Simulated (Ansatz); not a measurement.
## Te: strain energy, fitted

Te, P3_121, a = 4.523 Å, c = 5.955 Å. Ansatz: PBE, PAW, 420 eV, Γ-centred 12×12×6 mesh on 3 atoms, Gaussian smearing 0.01 eV; no spin polarisation. Series: biaxial strain in the a-b plane, c and atoms relaxed; x is the strain in per cent. y is the free energy over the unstrained cell, V0 = 35.164 Å³/atom.

| x (%) | y (meV/atom) |
| --- | --- |
| -4.5 | ? |
| -3.0 | 5.13 |
| -1.5 | 1.14 |
| 0.0 | 0.00 |
| 1.5 | 1.10 |
| 3.0 | 3.99 |
| 4.5 | 8.24 |

Problem. Fit y = c2 x² + c3 x³ to the other rows, turn c2 into a modulus, and predict the missing energy.

Solution. Least squares on the rows shown. y = 0.5047 x² − 0.02161 x³. In eV per unit strain² c2 is 5.047; M is the biaxial modulus (E = M V0 ε²): 5.047 × 160.2 / (35.164) = 23 GPa. The unstrained cell keeps some stress along the strain, worth a slope of 0.03 meV/atom per %, which the form leaves out. At x = -4.5 the fit asked for gives 12.19 meV/atom. The run gave 12.52 meV/atom, so the fit is 0.33 meV/atom too low, 2.6 % of the span of the series, against an rms of 0.04 meV/atom on the fitted rows. The row lies outside the fitted range. With a term in x⁴ added, a fit to the same known rows predicts 12.08 meV/atom, further off still.